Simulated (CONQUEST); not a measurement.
SnSe:

```
Sn Se
1.0
     4.19000    0.00000    0.00000
     0.00000    4.46000    0.00000
     0.00000    0.00000   11.42000
Sn Se
4 4
Direct
  0.75000 0.90900 0.87700
  0.25000 0.40900 0.62300
  0.75000 0.59100 0.37700
  0.25000 0.09100 0.12300
  0.75000 0.98400 0.64300
  0.25000 0.48400 0.85700
  0.75000 0.51600 0.14300
  0.25000 0.01600 0.35700
```

Base run:

- Program: CONQUEST 1.3
- Functional: PBE
- Potentials or basis: PseudoDojo NC PBE, SZP, grid cutoff 120 Ha
- k mesh: 4 × 4 × 2
- Occupations: fermi-dirac, width 0.05 eV
- Spin: no spin polarisation

Its results: band gap on the k mesh 1.05 eV, indirect (least direct gap 1.28 eV); pressure 4.9 GPa; largest force 0.720 eV/Å.

**Question.** The run is repeated on the same cell with these changes: k mesh from 4 × 4 × 2 to 8 × 8 × 3. What comes out?

**Answer.** Band gap on the k mesh 0.78 eV, indirect (least direct gap 1.07 eV); pressure 4.9 GPa; largest force 0.762 eV/Å.

Caveats: the atomic basis is small; spin-orbit coupling is left out, which moves the levels of the heavy elements; the basis of atomic orbitals isn't converged, which shifts pressures, moduli and gaps; an odd mesh through Γ misses points on the zone boundary, where band edges often lie (some runs).
